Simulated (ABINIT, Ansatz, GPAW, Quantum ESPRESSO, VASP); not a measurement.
# Cu: 6 runs at one level of theory

```xyz
1
Lattice="0.0000 1.8075 1.8075 1.8075 0.0000 1.8075 1.8075 1.8075 0.0000" Properties=species:S:1:pos:R:3 pbc="T T T"
Cu    0.0000    0.0000    0.0000
```

Alike in all runs: task single point; functional PBE; k mesh 13 × 13 × 13; occupations fermi-dirac, width 0.05 eV; no spin polarisation; no spin-orbit coupling. Pressure is positive in compression and, in plane waves, holds the error of the finite cutoff, which Ansatz's Pulay term estimates and takes out.

```csv
program and potentials,plane-wave cutoff (eV),notes,pressure (GPa)
"Ansatz, Ansatz PAW (earlier soft set)",420,19 valence electrons an atom on average; Pulay term of +0.12 GPa included,1.56
"GPAW, GPAW PAW data sets (gpaw-data 1.2.1)",600,11 valence electrons an atom on average,3.06
"VASP, PBE PAW files Cu, 520 eV",520,11 valence electrons an atom on average,2.19
"Ansatz, all-electron LAPW, scalar-relativistic",-,-,1.64
"Quantum ESPRESSO, SSSP 1.3 efficiency PBE",748,11 valence electrons an atom on average,1.22
"ABINIT, JTH PAW PBE v2.0",707,19 valence electrons an atom on average,1.59
```

The pressure spans 1.22 (Quantum ESPRESSO, SSSP 1.3 efficiency PBE) to 3.06 GPa (GPAW, GPAW PAW data sets (gpaw-data 1.2.1)), with all-electron results at 1.64.

The functional is the same throughout but for its coding, so the spread measures potentials, basis and numerics; runs on potential files found faulty are left out.
